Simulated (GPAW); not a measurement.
## BAs in GPAW: convergence with k mesh

Input of the first run (k mesh 3 × 3 × 3); the others differ in this setting and in those tied to it:

File run.py:

```python
import json
import numpy as np
from ase.dft.bandgap import bandgap
from ase.io import read, write
from gpaw import GPAW, PW
from gpaw.response.g0w0 import G0W0

atoms = read('BAs.cif')

calc = GPAW(mode=PW(550),
            xc='LDA',
            kpts={'size': (3, 3, 3), 'gamma': True},
            occupations={'name': 'fermi-dirac', 'width': 0.001},
            nbands=11,
            convergence={'density': 1e-06},
            maxiter=150,
            txt='gpaw.txt')
atoms.calc = calc
energy = atoms.get_potential_energy()
calc.write('gs.gpw')
write('result.traj', atoms)
print(f'Energy: {energy:.6f} eV')
print('Fermi level:', round(calc.get_fermi_level(), 4), 'eV')
print(f'Gap: {bandgap(calc)[0]:.4f} eV, direct: {bandgap(calc, direct=True)[0]:.4f} eV')

calc.diagonalize_full_hamiltonian(nbands=48)
calc.write('full.gpw', mode='all')

ibz = calc.get_ibz_k_points()
gap, vbm, cbm = bandgap(calc, output=None)
gap, direct, _ = bandgap(calc, direct=True, output=None)
gamma = int(np.abs(ibz).sum(1).argmin())
kpts = sorted({gamma, vbm[1], cbm[1], direct[1]})
gw = G0W0(calc='full.gpw',
          filename='gw',
          ecut=80,
          ecut_extrapolation=False,
          relbands=(-1, 1),
          kpts=kpts,
          integrate_gamma='1BZ',
          nbands=44,
          ppa=True)
gw.calculate()
results = {mode: {key: np.asarray(r[key]).tolist() for key in ['f', 'eps', 'vxc', 'exx', 'sigma', 'Z', 'qp', 'sigma_eskn']}
           for mode, r in gw.all_results.items()}
json.dump({'kpts': ibz[kpts].tolist(), 'results': results}, open('gw.json', 'w'))
for mode, r in results.items():
    f, qp = np.array(r['f']), np.array(r['qp'])
    print(mode, 'quasiparticle energies (eV):')
    print(qp.round(3))
    print(mode, 'gap:', round(qp[f < 0.5].min() - qp[f > 0.5].max(), 4), 'eV')
```

Contents of BAs.cif:

```cif
data_BAs
_cell_length_a 3.37784909
_cell_length_b 3.37784909
_cell_length_c 3.37784909
_cell_angle_alpha 60.00000000
_cell_angle_beta 60.00000000
_cell_angle_gamma 60.00000000
_space_group_name_H-M_alt 'P1'
_space_group_name_Hall 'P 1'
_space_group_IT_number 1
loop_
_space_group_symop_operation_xyz
'x,y,z'
loop_
_atom_site_label
_atom_site_type_symbol
_atom_site_symmetry_multiplicity
_atom_site_Wyckoff_symbol
_atom_site_fract_x
_atom_site_fract_y
_atom_site_fract_z
_atom_site_occupancy
As1 As 1 a 0.7500000000 0.7500000000 0.7500000000 1
B1 B 1 a 0.0000000000 0.0000000000 0.0000000000 1
```

Potentials or basis: the program's PAW data sets (release 1.2.1) made for this functional, pw.

The run is started by

```sh
$ OMP_NUM_THREADS=1 python run.py
```

Hardware: 1 thread of Arm Neoverse V2, on a shared host.

```tsv
k mesh	energy less the tightest run, at zero smearing (meV/atom)	gap on the mesh (eV)	quasiparticle gap at the points computed (eV)	SCF cycles	CPU time (s)	peak memory (GiB)
3 × 3 × 3	321.94	1.175	1.712	10	60	0.28
4 × 4 × 4	89.82	1.319	1.918	10	120	0.28
5 × 5 × 5	27.95	1.123	1.652	10	160	0.3
6 × 6 × 6	9.17	1.233	1.789	10	260	0.36
7 × 7 × 7	2.98	1.149	1.653	10	360	0.44
8 × 8 × 8	0.79	1.147	1.672	10	560	0.55
9 × 9 × 9	0.00	1.178	1.673	10	770	0.68
```

Against the tightest run, the energy stays within 1 meV/atom from 8 × 8 × 8 on; the quasiparticle gap at the points computed stays within 0.05 eV from 7 × 7 × 7 on. Not settled before the last step: the gap on the mesh (to 0.01 eV). Meshes of other sizes hit other points, so gaps and Fermi surfaces needn't settle smoothly. The tightest run that finished is the yardstick and may itself not be fully converged.

Caveat, for the tightest run too: the quasiparticle gap is taken among the few k points that were corrected; the long-wavelength limit can be off by a per cent or two; an odd mesh through Γ misses points on the zone boundary, where band edges often lie.
